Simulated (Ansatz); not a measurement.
# Gallium, A15 under revPBE: relaxation and energy, part 1 of 2

What does revPBE give for gallium in the A15 structure? We relax it, then solve it on a dense k-mesh. Spin polarisation is left out. The k-meshes are 5×5×5 for the relaxation; 6×6×6 for the dense run.

Method: DFT revPBE, plane waves (420 eV) with PAW, scalar-relativistic; the PAW data stem from PBE, with regenerated cores, in Ansatz 0.2.0.

### 1 The starting structure

It takes space group Pm-3n (No. 223, cubic). The conventional cell has a = 5.392 Å, b = 5.392 Å, c = 5.392 Å, α = 90.00°, β = 90.00°, γ = 90.00°. Ga (site symmetry m-3) has 12 Ga at 3.01 Å as nearest neighbours. Ga (site symmetry -4m2) is surrounded by 6 Ga at 2.70 to 3.01 Å.

As a file:

```xyz
8
Lattice="5.3919 0.0000 0.0000 0.0000 5.3919 0.0000 0.0000 0.0000 5.3919" Properties=species:S:1:pos:R:3 pbc="T T T"
Ga    0.0000    0.0000    0.0000
Ga    2.6960    2.6960    2.6960
Ga    1.3480    0.0000    2.6960
Ga    4.0440    0.0000    2.6960
Ga    2.6960    1.3480    0.0000
Ga    2.6960    4.0440    0.0000
Ga    0.0000    2.6960    1.3480
Ga    0.0000    2.6960    4.0440
```

### 2 Geometry optimisation

Contents of input.yaml:

```yaml
crystal:
  lattice:
    - [5.3919379051, 0.0, 0.0]
    - [0.0, 5.3919379051, 0.0]
    - [0.0, 0.0, 5.3919379051]
  atoms:
    - { symbol: Ga, position: [0.0, 0.0, 0.0] }
    - { symbol: Ga, position: [0.5, 0.5, 0.5] }
    - { symbol: Ga, position: [0.25, 0.0, 0.5] }
    - { symbol: Ga, position: [0.75, 0.0, 0.5] }
    - { symbol: Ga, position: [0.5, 0.25, 0.0] }
    - { symbol: Ga, position: [0.5, 0.75, 0.0] }
    - { symbol: Ga, position: [0.0, 0.5, 0.25] }
    - { symbol: Ga, position: [0.0, 0.5, 0.75] }
hamiltonian:
  xc: revpbe
  pseudopotentials:
    kind: paw
    azcp:
      Ga: "pseudopotentials/Ga.paw.azcp"
basis:
  ecutwfc: 420
  fft_grid_basis: typed
kpoints:
  mp_grid: { grid: [5, 5, 5], shift: [0, 0, 0] }
magnetization:
  spin_polarized: false
scf:
  occupations: { method: fermi_dirac, width: 0.1 }
relax:
  max_steps: 60
  f_tol: 0.01
  cell: {}
```

On the command line:

```
ansatz run input.yaml --threads 4 --pin off --max-ram 8192MiB --backend cpu --events-out ev --progress --plain --runs-dir out
```

What it wrote:

```text
Warning: RAYON_NUM_THREADS=4 ignored (pool sized by the plan → 4); use --threads N
Engine: ansatz 0.2.0, aarch64-unknown-linux-gnu
Pseudopotentials: kind: paw
Pseudopotential: Ga, paw, valence charge 13, recommended cutoff 420 eV (normal), <dir>
Functional definition: revPBE
  parameter kappa = 1.245
  parameter beta = 0.06672455060314922
  exchange = pbe_x(kappa = kappa, mu = beta*pi^2/3)
  correlation = pbe_c(beta = beta)
Crystal: 8 atoms, lattice volume = 156.760 Å³
Basis set: ecut = 420 eV, 3071 PW (Γ), exchange–correlation on 80×80×80 points (8 copies of the dense FFT grid, shifted against one another)
Bands: 63, of which v1, the nominal top of the filled ones, is band 52 counted from 1 (51 counted from 0)
Symmetry: 48 space group operations
Space group: Pm-3n (ITA 223), of the structure as read, at distance tolerance 5.4e-5 Å
k-points: 10 of 125
Non-local potential: Ga, projectors of the file, l = 0: 2, l = 1: 2, l = 2: 3, l = 3: 1
PAW form: soft (Blöchl's): semilocal exchange-correlation on the pseudo side does not see the compensation charge
PAW frozen core: Ga, regenerated for the run's functional, and the local potential with it (the file was generated under x = pbe(κ = 0.804, μ = 0.2195149727645171), c = pbe(β = 0.06672455060314922))
PAW one-centre angular grid: Ga, 590 points (default); XC on 64 Gauss nodes
Initial density: superposition of atomic densities (neutral atoms: chi_scale 0, normalization atom), corrected by the library's trained network
Initial wavefunctions: pseudopotential atomic-orbital guess
Functional: x = revpbe(κ = 1.245, μ = 0.2195149727645171), c = pbe(β = 0.06672455060314922)
SCF iter   1: F=—  HF=-30295.663159 eV  |F-HF|=—  |Δ(HF+E_count)|=         —  Δρ=4.13e-3  dr2=9.79e-3  ethr=1.77e-3  ⟨swp⟩=5.7  Hψ=2167  notcnv=0
preconditioner: auto → Kerker (q_TF=auto, 2.548 Å⁻¹)  [metal: Δε(μ)=0.243 eV  Ē_g=15.408 eV  σ=0.100 eV  W_gap=0.46  n_scr=32 (ndim 8)  ℏωp=30.2 eV  f_vac=0.000  D(μ)=2.54/eV (n_scr^D=18)]
SCF iter   2: F=—  HF=-30295.657940 eV  |F-HF|=—  |Δ(HF+E_count)|=   5.22e-3  Δρ=1.45e-3  dr2=2.59e-3  ethr=9.41e-6  ⟨swp⟩=2.0  Hψ=1156  notcnv=0
SCF iter   3: F=—  HF=-30295.657374 eV  |F-HF|=—  |Δ(HF+E_count)|=   5.65e-4  Δρ=1.04e-3  dr2=1.11e-3  ethr=2.49e-6  ⟨swp⟩=2.0  Hψ=1026  notcnv=0
SCF iter   4: F=—  HF=-30295.657212 eV  |F-HF|=—  |Δ(HF+E_count)|=   1.62e-4  Δρ=1.50e-4  dr2=5.09e-5  ethr=1.07e-6  ⟨swp⟩=2.0  Hψ=701  notcnv=0
SCF iter   5: F=—  HF=-30295.657188 eV  |F-HF|=—  |Δ(HF+E_count)|=   2.41e-5  Δρ=5.85e-5  dr2=3.37e-6  ethr=4.90e-8  ⟨swp⟩=2.0  Hψ=1141  notcnv=0
SCF iter   6: F=—  HF=-30295.657186 eV  |F-HF|=—  |Δ(HF+E_count)|=   2.53e-6  Δρ=2.56e-5  dr2=7.15e-7  ethr=3.24e-9  ⟨swp⟩=2.0  Hψ=1138  notcnv=0
SCF iter   7: F=-30295.657186 eV  HF=-30295.657186 eV  |F-HF|=9.06e-8  |Δ(HF+E_count)|=   2.04e-7  Δρ=9.87e-6  dr2=8.89e-8  ethr=9.62e-11  ⟨swp⟩=3.0  Hψ=2849  notcnv=0
SCF 1 converged in 7 iterations: F = -30295.657186 eV  dr2 = 8.89e-8
relax step   1: F+E_penalty+E_count = -30295.65718553 eV  Δ(F+E_penalty+E_count) = +0.000e0 eV  max|allowed force component| = 3.108e-17 eV/Å  Δτ_max = 0.0000 Å  P = +0.963 GPa  Ω = 156.760 Å³  (7 SCF iters, dr2 threshold 1.00e-7 eV, accepted)
Crystal: 8 atoms, lattice volume = 160.599 Å³
Basis set: ecut = 420 eV, 3119 PW (Γ), exchange–correlation on 80×80×80 points (8 copies of the dense FFT grid, shifted against one another)
Initial density: handed on by an earlier stage of this run
Initial wavefunctions: those handed on with the density
iter 1 solved again at ethr=5.94e-7 eV; its pass at ethr=3.10e-3 eV (dr2=6.18e-4 eV) is discarded
SCF iter   1: F=—  HF=-30295.666046 eV  |F-HF|=—  |Δ(HF+E_count)|=         —  Δρ=6.30e-4  dr2=6.70e-4  ethr=5.94e-7  ⟨swp⟩=2.0  Hψ=3306  notcnv=0
preconditioner: auto → Kerker (q_TF=auto, 2.538 Å⁻¹)  [metal: Δε(μ)=0.242 eV  Ē_g=15.323 eV  σ=0.100 eV  W_gap=0.44  n_scr=32 (ndim 8)  ℏωp=29.9 eV  f_vac=0.000  D(μ)=2.58/eV (n_scr^D=18)]
SCF iter   2: F=—  HF=-30295.665874 eV  |F-HF|=—  |Δ(HF+E_count)|=   1.71e-4  Δρ=4.22e-4  dr2=2.54e-4  ethr=5.94e-7  ⟨swp⟩=2.0  Hψ=1116  notcnv=0
SCF iter   3: F=—  HF=-30295.665844 eV  |F-HF|=—  |Δ(HF+E_count)|=   3.07e-5  Δρ=1.77e-4  dr2=5.73e-5  ethr=2.44e-7  ⟨swp⟩=2.0  Hψ=1007  notcnv=0
SCF iter   4: F=—  HF=-30295.665814 eV  |F-HF|=—  |Δ(HF+E_count)|=   2.99e-5  Δρ=2.70e-5  dr2=6.16e-7  ethr=7.69e-10  ⟨swp⟩=3.0  Hψ=2879  notcnv=0
SCF iter   5: F=-30295.665815 eV  HF=-30295.665815 eV  |F-HF|=2.53e-8  |Δ(HF+E_count)|=   1.45e-6  Δρ=8.84e-6  dr2=5.99e-8  ethr=5.93e-10  ⟨swp⟩=4.0  Hψ=2254  notcnv=0
SCF 2 converged in 5 iterations: F = -30295.665815 eV  dr2 = 5.99e-8
relax step   2: F+E_penalty+E_count = -30295.66581531 eV  Δ(F+E_penalty+E_count) = -8.630e-3 eV  max|allowed force component| = 1.214e-17 eV/Å  Δτ_max = 0.0000 Å  P = -0.115 GPa  Ω = 160.599 Å³  energy of the carried Pulay correction = -1.229e-3 eV  (5 SCF iters, dr2 threshold 8.00e-7 eV, accepted)
Crystal: 8 atoms, lattice volume = 160.181 Å³
iter 1 solved again at ethr=4.03e-9 eV; its pass at ethr=3.10e-3 eV (dr2=4.19e-6 eV) is discarded
SCF iter   1: F=—  HF=-30295.666147 eV  |F-HF|=—  |Δ(HF+E_count)|=         —  Δρ=6.62e-5  dr2=7.53e-6  ethr=4.03e-9  ⟨swp⟩=3.0  Hψ=3108  notcnv=0
preconditioner: auto → Kerker (q_TF=auto, 2.539 Å⁻¹)  [metal: Δε(μ)=0.242 eV  Ē_g=15.316 eV  σ=0.100 eV  W_gap=0.44  n_scr=32 (ndim 8)  ℏωp=29.9 eV  f_vac=0.000  D(μ)=2.57/eV (n_scr^D=18)]
SCF iter   2: F=—  HF=-30295.666104 eV  |F-HF|=—  |Δ(HF+E_count)|=   4.30e-5  Δρ=4.32e-5  dr2=2.73e-6  ethr=4.03e-9  ⟨swp⟩=2.0  Hψ=1030  notcnv=0
SCF iter   3: F=—  HF=-30295.666104 eV  |F-HF|=—  |Δ(HF+E_count)|=   4.01e-7  Δρ=1.85e-5  dr2=6.26e-7  ethr=2.62e-9  ⟨swp⟩=2.0  Hψ=1026  notcnv=0
SCF iter   4: F=-30295.666103 eV  HF=-30295.666103 eV  |F-HF|=1.42e-8  |Δ(HF+E_count)|=   3.30e-7  Δρ=3.31e-6  dr2=8.79e-9  ethr=3.16e-11  ⟨swp⟩=3.1  Hψ=2875  notcnv=0
SCF 3 converged in 4 iterations: F = -30295.666103 eV  dr2 = 8.79e-9
relax step   3: F+E_penalty+E_count = -30295.66610346 eV  Δ(F+E_penalty+E_count) = -2.881e-4 eV  max|allowed force component| = 4.677e-17 eV/Å  Δτ_max = 0.0000 Å  P = -0.005 GPa  Ω = 160.181 Å³  energy of the carried Pulay correction = -1.097e-3 eV  (4 SCF iters, dr2 threshold 3.29e-8 eV, accepted)
Initial wavefunctions: pseudopotential atomic-orbital guess (no wavefunctions were taken with the density)
iter 1 solved again at ethr=1.51e-7 eV; its pass at ethr=3.10e-3 eV (dr2=1.57e-4 eV) is discarded
SCF iter   1: F=—  HF=-30295.662783 eV  |F-HF|=—  |Δ(HF+E_count)|=         —  Δρ=6.55e-4  dr2=1.48e-5  ethr=1.51e-7  ⟨swp⟩=2.2  Hψ=3448  notcnv=0
preconditioner: auto → Kerker (q_TF=auto, 2.539 Å⁻¹)  [metal: Δε(μ)=0.242 eV  Ē_g=15.318 eV  σ=0.100 eV  W_gap=0.44  n_scr=32 (ndim 8)  ℏωp=29.9 eV  f_vac=0.000  D(μ)=2.57/eV (n_scr^D=18)]
SCF iter   2: F=—  HF=-30295.666048 eV  |F-HF|=—  |Δ(HF+E_count)|=   3.27e-3  Δρ=3.34e-4  dr2=4.42e-6  ethr=1.42e-8  ⟨swp⟩=2.8  Hψ=1163  notcnv=0
SCF iter   3: F=—  HF=-30295.667174 eV  |F-HF|=—  |Δ(HF+E_count)|=   1.13e-3  Δρ=2.64e-5  dr2=5.82e-8  ethr=4.25e-9  ⟨swp⟩=3.0  Hψ=1175  notcnv=0
SCF iter   4: F=—  HF=-30295.667180 eV  |F-HF|=—  |Δ(HF+E_count)|=   6.04e-6  Δρ=6.13e-6  dr2=1.14e-8  ethr=5.60e-11  ⟨swp⟩=2.2  Hψ=1157  notcnv=0
SCF iter   5: F=—  HF=-30295.667180 eV  |F-HF|=—  |Δ(HF+E_count)|=   2.57e-7  Δρ=7.29e-7  dr2=3.99e-10  ethr=1.09e-11  ⟨swp⟩=2.1  Hψ=1147  notcnv=0
SCF iter   6: F=-30295.667180 eV  HF=-30295.667180 eV  |F-HF|=2.47e-10  |Δ(HF+E_count)|=  8.37e-10  Δρ=2.42e-7  dr2=2.91e-11  ethr=1.00e-12  ⟨swp⟩=4.9  Hψ=2470  notcnv=0
SCF 4 converged in 6 iterations: F = -30295.667180 eV  dr2 = 2.91e-11
relax step   4: F+E_penalty+E_count = -30295.66717998 eV  Δ(F+E_penalty+E_count) = -1.077e-3 eV  max|allowed force component| = 4.127e-17 eV/Å  Δτ_max = 0.0000 Å  P = -0.009 GPa  Ω = 160.181 Å³  stress off target by 8.76e-3 GPa  SCF on the basis re-selected at this cell (its energy is not comparable with the rows above)  (6 SCF iters)
basis re-selected at this cell: Δ(F+E_penalty+E_count) = -1.077e-3 eV, ΔP = -0.004 GPa vs the last step (what re-selecting the basis moved, of the pressure what is left beyond the Pulay correction that the steps carried, after the strain that the cell walked since its last selection, with what the two solves' SCF thresholds leave and, on support functions, any second-order correction that the steps lacked; it is no measure of the basis error at this ecutwfc). This SCF's stress stands 8.76e-3 GPa from its target on what of the cell is left free (relax.cell.stress_tol is 5.00e-2 GPa) and its largest allowed force component is 4.13e-17 eV/Å (relax.f_tol is 1.00e-2 eV/Å): within both
SCF converged after 6 iterations
Free energy (F): -30295.667180 eV
Harris-Foulkes:  -30295.667180 eV  (|F-HF|=2.47e-10)
Internal energy: -30295.577457 eV  (E = F + TS)
E sigma→0 (E₀):  -30295.622318 eV
Entropy (-TS):   -0.089723 eV (-11.215 meV/atom)
Fermi energy:    9.184442 eV
--- Per-component energies (eV) ---
  E_band       = -345.290132
  E_kinetic    = 911.504873
  E_local      = -14633.403891  (includes V_loc(G=0)·N_el)
  E_nonlocal   = 3375.652140
  E_hartree    = 6848.987504
  E_xc         = -553.225871
  E_vxc        = -460.741575  (∫ρ·V_xc dr)
  E_paw        = -15914.131674  (= ΣΔE_a)
  E_vpaw       = -3236.276302  (= ΣTr[D̂ρ^β])
  E_aug_tail   = -0.000810  (compensation charges beyond the density's cutoff)
  E_ewald      = -10330.244775
  E_core_change = -0.714952  (= ΣΔE_core)
  E_smearing   = -0.089723  (= −TS)
  E_closure    = 0.000000  (closes the sum)
  Σ components = -30295.667180   (vs F -30295.667180, Δ=0.00e0)
--- Forces (eV/Å), atoms counted from 1 ---
  atom   1  Ga    -0.00000000     0.00000000    -0.00000000
  atom   2  Ga     0.00000000    -0.00000000    -0.00000000
  atom   3  Ga     0.00000000    -0.00000000     0.00000000
  atom   4  Ga    -0.00000000    -0.00000000    -0.00000000
  atom   5  Ga     0.00000000    -0.00000000    -0.00000000
  atom   6  Ga    -0.00000000     0.00000000     0.00000000
  atom   7  Ga    -0.00000000    -0.00000000    -0.00000000
  atom   8  Ga     0.00000000     0.00000000     0.00000000
  max |Σ_I F_I| component: 2.14e-17 eV/Å
--- Stress (GPa, compression-positive) ---
       -0.008765      -0.000000       0.000000
       -0.000000      -0.008765      -0.000000
        0.000000      -0.000000      -0.008765
  P = ⅓ Tr σ = -0.0088 GPa (-0.088 kbar)
--- Relaxed structure (3 steps of the walk, 3 accepted, 1 SCFs on fresh bases) ---
  F+E_penalty+E_count = -30295.66717998 eV   max|allowed force component| = 4.127e-17 eV/Å   (the final SCF, on the basis selected at the relaxed cell)
  cell:  # Å, volume = 160.1813 Å³
    - [5.430884651340671, 1.2037062152420224e-34, 3.2098832406453924e-34]
    - [1.2037062152420224e-34, 5.430884651340671, 0.0]
    - [3.2098832406453924e-34, 0.0, 5.430884651340671]
  atoms:
    - { symbol: Ga, position: [1.6125642698024495e-34, -1.5538563221242143e-34, -1.3952615882587979e-36] }
    - { symbol: Ga, position: [0.5, 0.5, 0.5] }
    - { symbol: Ga, position: [0.25, 6.860036142272422e-35, 0.5] }
    - { symbol: Ga, position: [0.75, 1.683150562636196e-34, 0.5] }
    - { symbol: Ga, position: [0.5, 0.25, -1.3952615882588027e-36] }
    - { symbol: Ga, position: [0.5, 0.75, 1.0510970631549604e-35] }
    - { symbol: Ga, position: [-5.286971809787189e-35, 0.5, 0.25] }
    - { symbol: Ga, position: [-2.9119045760821093e-36, 0.5, 0.75] }
```

Run time: 5.5 s. Hardware: 4 threads of Arm Neoverse V2, shared host; peak memory 0.58 GiB.

The steps of the relaxation:

| step | energy change (meV/atom) | largest force (eV/Å) | pressure (GPa) | volume (Å³/atom) |
| --- | --- | --- | --- | --- |
| 1 | 0.00 | 0.0000 | 0.96 | 19.595 |
| 2 | -1.08 | 0.0000 | -0.11 | 20.075 |
| 3 | -1.11 | 0.0000 | 0.00 | 20.023 |
| 4 | -1.25 | 0.0000 | -0.01 | 20.023 |

Steps that repeat a cell are solved on a basis chosen anew, so their changes of energy are no gain of the relaxation.

Changes in the cell that was computed:

|  | before | after | change |
| --- | --- | --- | --- |
| a (Å) | 5.392 | 5.431 | +0.7 % |
| b (Å) | 5.392 | 5.431 | +0.7 % |
| c (Å) | 5.392 | 5.431 | +0.7 % |
| volume (Å³/atom) | 19.595 | 20.023 | +2.2 % |
| shortest distance (Å) | 2.696 | 2.715 | +0.7 % |
| space group (spins left aside) | Pm-3n | Pm-3n | same |

(Continued in part 2 of 2.)
